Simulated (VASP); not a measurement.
# Sb in VASP: a series of runs, part 2 of 2

VASP 6.6.1. Earlier steps stand in the parts before.

### Step 3. Single point, PBE+D3(BJ)

This run uses another cell than the first one, of 201.62 Å³/atom, 1.004 times its volume.

Contents of INCAR:

```
PREC     = Accurate       # precision mode
ENCUT    = 520            # plane-wave cutoff, eV
EDIFF    = 1E-7           # SCF threshold, eV
ISMEAR   = 0              # smearing method
SIGMA    = 0.02           # smearing width, eV
LREAL    = False          # projectors in reciprocal space
LASPH    = True           # aspherical terms in the spheres
NELM     = 100            # most SCF steps
ALGO     = Normal         # electronic algorithm
ISIF     = 2              # what is computed and relaxed
LWAVE    = False          # write WAVECAR
LCHARG   = False          # write CHGCAR
LDIPOL   = True         
IDIPOL   = 3            
DIPOL    = 0.5 0.5 0.500
GGA      = PE             # functional
IVDW     = 12             # dispersion correction
NBANDS   = 12             # bands
```

Contents of KPOINTS:

```
Automatic mesh
0
Gamma
  9 9 1
```

Contents of POSCAR:

```
Sb
1.0
    4.0778708146      0.0000000000      0.0000000000
   -2.0389354073      3.5315397188      0.0000000000
    0.0000000000      0.0000000000     28.0000000000
Sb
2
Direct
    0.3333333333      0.6666666667      0.5293643599
    0.6666666667      0.3333333333      0.4706356401
```

Potentials or basis: VASP PAW PBE potentials, release 64 (Sb).

Run with:

```
cat potpaw_PBE.64/Sb/POTCAR > POTCAR
mpirun -np 1 vasp_std > vasp.out
```

OUTCAR:

```text
PREC = Accurate
   ENCUT = 520
   EDIFF = 1E-7
   ISMEAR = 0
   LREAL = False
   LASPH = True
   NELM = 100
   ISIF = 2
   GGA = PE
   IVDW = 12
 IVDW          = 12

 ion  position               nearest neighbor table
   1  0.333  0.667  0.529-   2 2.87   2 2.87   2 2.87
   2  0.667  0.333  0.471-   1 2.87   1 2.87   1 2.87

  LATTYP: Found a hexagonal cell.
 ALAT       =     4.0778708146
 C/A-ratio  =     6.8663283544

  Lattice vectors:

 A1 = (   4.0778708146,   0.0000000000,   0.0000000000)
 A2 = (  -2.0389354073,   3.5315397188,   0.0000000000)
 A3 = (   0.0000000000,   0.0000000000,  28.0000000000)

Analysis of symmetry for initial positions (statically):
=====================================================================
 Subroutine PRICEL returns:
 Original cell was already a primitive cell.

 Routine SETGRP: Setting up the symmetry group for a
 hexagonal supercell.

 Subroutine GETGRP returns: Found 12 space group operations
 (whereof 12 operations were pure point group operations)
 out of a pool of 24 trial point group operations.

The static configuration has the point symmetry D_3d.

Analysis of symmetry for dynamics (positions and initial velocities):
[... 168 lines left out ...]
     11       1.8641      0.00000
     12       2.1318      0.00000
[... 151 lines left out ...]
 k-point    12 :       0.3333    0.3333    0.0000
  band No.  band energies     occupation
      1     -11.6231      2.00000
      2     -11.6231      2.00000
      3      -6.7122      2.00000
      4      -4.9359      2.00000
      5      -4.9359      2.00000
      6      -1.6558      0.00000
      7       0.4948      0.00000
      8       0.4948      0.00000
      9       3.4965      0.00000
     10       4.2554      0.00000
     11       4.2554      0.00000
     12       4.7126      0.00000

------------------------ aborting loop because EDIFF is reached ----------------------------------------

 vacuum level on the upper side and lower side of the slab       (xc-potential included)        -0.011        -0.011

 Edisp (eV)   -0.47104

 E8    (eV) :    -0.2345

  FORCE on cell =-STRESS in cart. coord.  units (eV):
  Direction    XX          YY          ZZ          XY          YZ          ZX
  --------------------------------------------------------------------------------------
  -------------------------------------------------------------------------------------
  Total      -0.03593    -0.03593     0.17422     0.00000     0.00000     0.00000
  in kB      -0.14277    -0.14277     0.69224     0.00000     0.00000     0.00000
  external pressure =        0.14 kB  Pullay stress =        0.00 kB

 VOLUME and BASIS-vectors are now :
 -----------------------------------------------------------------------------
  energy-cutoff  :      520.00
  volume of cell :      403.23
      direct lattice vectors                 reciprocal lattice vectors
     4.077870815  0.000000000  0.000000000     0.245226013  0.141581304  0.000000000
    -2.038935407  3.531539719  0.000000000     0.000000000  0.283162609  0.000000000
     0.000000000  0.000000000 28.000000000     0.000000000  0.000000000  0.035714286

 POSITION                                       TOTAL-FORCE (eV/Angst)
 -----------------------------------------------------------------------------------
     -0.00000      2.35436     14.82220         0.000000      0.000000      0.107488
      2.03894      1.17718     13.17780        -0.000000     -0.000000     -0.107488
 -----------------------------------------------------------------------------------
    total drift:                                0.000000     -0.000000      0.000000

  FREE ENERGIE OF THE ION-ELECTRON SYSTEM (eV)
  ---------------------------------------------------
  free  energy   TOTEN  =        -8.5713095832 eV

  energy  without entropy=       -8.5713095832  energy(sigma->0) =       -8.57130958

 vacuum level on the upper side and lower side of the slab         1.692         1.692
```

OSZICAR:

```text
N       E                     dE             d eps       ncg     rms          rms(c)
DAV:   1     0.546967065682E+02    0.54697E+02   -0.23341E+03   288   0.493E+02
DAV:   2    -0.350880431942E+01   -0.58206E+02   -0.51938E+02   464   0.824E+01
DAV:   3    -0.806473952059E+01   -0.45559E+01   -0.45394E+01   412   0.298E+01
[... 13 lines left out ...]
DAV:  17    -0.810026993382E+01   -0.46562E-05   -0.10608E-07   360   0.733E-04    0.128E-04
DAV:  18    -0.810027217173E+01   -0.22379E-05   -0.58439E-08   336   0.492E-04    0.544E-05
DAV:  19    -0.810027263395E+01   -0.46222E-06   -0.74101E-09   396   0.178E-04    0.291E-05
DAV:  20    -0.810027275996E+01   -0.12601E-06   -0.13275E-09   308   0.881E-05    0.683E-06
DAV:  21    -0.810027278294E+01   -0.22975E-07    0.29377E-10   288   0.295E-05
   1 F= -.85713096E+01 E0= -.85713096E+01  d E =-.819696E-11
```

It took 93 s on 1 thread of Intel Xeon Platinum 8488C (Sapphire Rapids), shared host; peak memory 0.45 GiB.

What came out:

```yaml
Free_energy: -8.5713 eV
Largest_force: 0.107 eV/Å
Band_gap_on_the_k_mesh: 1.22 eV, indirect (least direct gap 1.63 eV)
Dispersion_energy_per_atom: -0.236 eV
```

Forces on the atoms (eV/Å):
```
Sb   0.000  0.000  0.107
Sb   0.000  0.000 -0.107
```

Levels at points of the mesh, in eV from the valence-band top:
```
           k point  band 2  band 3  band 4  band 5  band 6  band 7  band 8  band 9
(0.00, 0.00, 0.00)   -6.38   -0.71    0.00    0.00    1.63    2.81    2.81    4.22
```

Caveat: spin-orbit coupling is left out, which moves the levels of the heavy elements. PBE gaps usually lie below the measured ones, often by a third to a half.

### Step 4. Single point, PBE+D3(BJ)

This run uses another cell than the first one, of 196.07 Å³/atom, 0.977 times its volume.

Contents of INCAR:

```
PREC = Accurate ; ENCUT = 520
EDIFF = 1E-6 ; ISMEAR = 0
SIGMA = 0.1 ; LREAL = F
LASPH = T ; NELM = 100
ALGO = Fast ; ISIF = 2
LWAVE = F ; LCHARG = F
LDIPOL = T ; IDIPOL = 3
DIPOL = 0.5 0.5 0.500 ; GGA = PE
IVDW = 12 ; NBANDS = 12
```

Contents of KPOINTS:

```
regular mesh
0
Gamma
  6 6 1
```

Contents of POSCAR:

```
Sb
1.0
    4.0214023673      0.0000000000      0.0000000000
   -2.0107011837      3.4826366090      0.0000000000
    0.0000000000      0.0000000000     28.0000000000
Sb
2
Direct
    0.3333333333      0.6666666667      0.5273035714
    0.6666666667      0.3333333333      0.4726964286
```

Run with:

```
cat potpaw_PBE.64/Sb/POTCAR > POTCAR
mpirun -np 1 vasp_std > vasp.out
```

It took 61 s on 1 thread of Intel Xeon Platinum 8488C (Sapphire Rapids), shared host; peak memory 0.44 GiB.

Results (log left out):

- Free energy: -8.4390 eV
- Largest force: 1.516 eV/Å
- Band gap on the k mesh: 1.49 eV, indirect (least direct gap 1.82 eV)
- Dispersion energy per atom: -0.244 eV

Forces on the atoms (eV/Å):
```
Sb   0.000  0.000  1.516
Sb   0.000  0.000 -1.516
```

Levels at points of the mesh, in eV from the valence-band top:
| k point | band 2 | band 3 | band 4 | band 5 | band 6 | band 7 | band 8 | band 9 |
| --- | --- | --- | --- | --- | --- | --- | --- | --- |
| (0.00, 0.00, 0.00) | -5.92 | -0.29 | 0.00 | 0.00 | 1.82 | 3.10 | 3.10 | 4.53 |
| (0.50, 0.00, 0.00) | -7.85 | -2.85 | -1.72 | -1.25 | 1.72 | 2.93 | 4.16 | 5.39 |

Caveat: spin-orbit coupling is left out, which moves the levels of the heavy elements.

### Step 5. Summary

```csv
cell,k mesh,smearing,gap on the mesh (eV),largest force (eV/Å)
"P-3m1, 200.73 Å³/atom",9 × 9 × 1,gaussian 0.02 eV,1.19,0.09
"P-3m1, 201.62 Å³/atom",9 × 9 × 1,gaussian 0.02 eV,1.22,0.11
"P-3m1, 196.07 Å³/atom",6 × 6 × 1,gaussian 0.1 eV,1.49,1.52
```

Alike in all rows: task single point; level PBE+D3(BJ); potentials or basis VASP PAW PBE potentials, release 64 (Sb); no spin polarisation; cutoff (eV) 520.

On the cell as given the gap runs from 1.19 eV (PBE+D3(BJ)) to 1.49 eV (PBE+D3(BJ)); the meshes differ, which moves gaps too.

Caveats: spin-orbit coupling is left out, which moves the levels of the heavy elements.

Absolute energies hang on the potentials; compare differences alone.
